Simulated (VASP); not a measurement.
# Pt under changes of volume

One of the cells (15.137 Å³/atom); the others are scaled copies at fixed shape and fractional positions:

```
Pt
1.0
     2.72577    0.00000    0.00000
    -1.36288    2.36059    0.00000
     0.00000    0.00000    4.70513
Pt
2
Direct
  0.33333 0.66667 0.25000
  0.66667 0.33333 0.75000
```

This isn't the form of Pt at room conditions, which is fcc.

* Program: VASP 6.6.1
* Functional: PBEsol
* Potentials or basis: VASP PAW PBE potentials, release 64 (Pt)
* Cutoff: 520 eV
* k mesh: 10 × 10 × 6
* Occupations: fermi-dirac, width 0.05 eV
* Spin: no spin polarisation

```tsv
volume (Å³/atom)	energy over the lowest point (meV/atom)	pressure (GPa)
14.532	22.96	12.8
14.835	5.39	5.9
15.137	0.00	-0.1
15.440	?	?
15.743	20.07	-10.1
```

Q: What does the run at 15.440 Å³/atom give?

A: Energy over the lowest point 5.32 meV/atom; pressure -5.4 GPa.

Worked out: A Birch-Murnaghan fit of order 2 (a polynomial in V^(-2/3)) to the other rows has its minimum at 15.14 Å³/atom with B0 = V·E''(V) = 284 GPa at fixed shape and positions, which overstates the stiffness. It gives 5.13 meV/atom at 15.440 Å³/atom, against the run's 5.32, and -dE/dV = -5.4 GPa, against -5.4.

Energies are extrapolated to zero smearing.

Caveats: the PAW data sets were made with another functional, which shifts forces and pressure a little.
